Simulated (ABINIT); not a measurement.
Al, 1 atom in the cell. It takes space group Fm-3m (No. 225, cubic). The conventional cell has a = 4.050 Å, b = 4.050 Å, c = 4.050 Å, α = 90.00°, β = 90.00°, γ = 90.00°. Al (site symmetry m-3m) is surrounded by 12 Al at 2.86 Å. 

- Program: ABINIT 10.8.3 (patched build)
- Task: single point
- Functional: PBEsol
- Potentials or basis: JTH PAW PBE v2.0
- Cutoff: 544 eV
- k mesh: 9 × 9 × 9
- Occupations: fermi-dirac, width 0.05 eV
- Spin: no spin polarisation
- Fine-grid cutoff: 1088.46 eV
- Exchange and correlation inside the PAW spheres: full angular mesh (pawxcdev 0, this build's default; the released program takes 1)

Potentials or basis: JTH PAW PBE v2.0.

Command:

```console
$ abinit run.abi > log 2>&1
```

Hardware: 1 thread of Arm Neoverse V2, with other jobs on the host.

Question: Estimate the wall time of this run.

Answer: It took 3.7 s on 1 thread of Arm Neoverse V2, on a shared host, peak memory 0.11 GiB. Counts: scf iterations 7, k points 35, bands 6, plane waves 495.
